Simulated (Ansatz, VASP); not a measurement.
## Two plane-wave programs on As

Contents of INCAR:

```
SYSTEM = As
  PREC = Accurate
  ENCUT = 520
  EDIFF = 1E-6
  ISMEAR = 0
  SIGMA = 0.1
  LREAL = .FALSE.
  LASPH = .TRUE.
  NELM = 100
  ALGO = Normal
  ISIF = 2
  LWAVE = .FALSE.
  LCHARG = .TRUE.
  LDIPOL = .TRUE.
  IDIPOL = 3
  DIPOL = 0.5 0.5 0.500
  GGA = PE
  IVDW = 12
  LELF = .TRUE.
  LVHAR = .TRUE.
  LVACPOTAV = .TRUE.
  NBANDS = 12
```

KPOINTS

```
regular mesh
0
G
  6 6 1
  0 0 0
```

Contents of POSCAR:

```
As
1.0
    3.4427833217      0.0000000000      0.0000000000
   -1.7213916608      2.9815378163      0.0000000000
    0.0000000000      0.0000000000     28.0000000000
As
2
Direct
    0.3333333333      0.6666666667      0.5233750000
    0.6666666667      0.3333333333      0.4766250000
```

Input for Ansatz:

```yaml
crystal:
  lattice:
    - [3.4427833217, 0.0, 0.0]
    - [-1.7213916608, 2.9815378163, 0.0]
    - [0.0, 0.0, 28.0]
  atoms:
    - { symbol: As, position: [0.3333333333, 0.6666666667, 0.523375] }
    - { symbol: As, position: [0.6666666667, 0.3333333333, 0.476625] }
  periodic: [true, true, false]
basis:
  ecutwfc: 420
kpoints:
  mp_grid: { grid: [6, 6, 1] }
hamiltonian:
  xc: pbe
  dispersion: d3bj
scf:
  occupations: { method: gaussian, width: 0.1 }
output:
  forces: true
  stress: true
  eigenvalues: true
```

The cell was built by a generator and needn't be a form met in nature.

Alike in both runs: task single point; functional PBE; dispersion D3(BJ); k mesh 6 × 6 × 1; occupations gaussian, width 0.1 eV; no spin polarisation.

|  | VASP | Ansatz |
| --- | --- | --- |
| version | VASP 6.6.1 | Ansatz 0.2.0 |
| potentials or method | VASP PAW PBE potentials, release 64 (As) | scalar-relativistic, plane waves, PAW |
| plane-wave cutoff (eV) | 520 | 420 |
| valence electrons in the cell | 10 | 30 |

|  | VASP | Ansatz | Ansatz less VASP |
| --- | --- | --- | --- |
| gap on the k mesh at the Fermi level (eV) | 1.70 | 1.70 | -0.003 |
| least direct gap on the mesh (eV) | 2.31 | 2.35 | +0.040 |
| rms of the force components (eV/Å) | 1.165 | 1.075 | -0.0902 |

Atom by atom the forces differ by 0.090 eV/Å (rms over components). With one functional, cell and mesh, what is left measures potentials, basis and numerics. The two sets of potentials don't hold the same shells in valence.

PBE gaps usually lie below the measured ones, often by a third to a half.
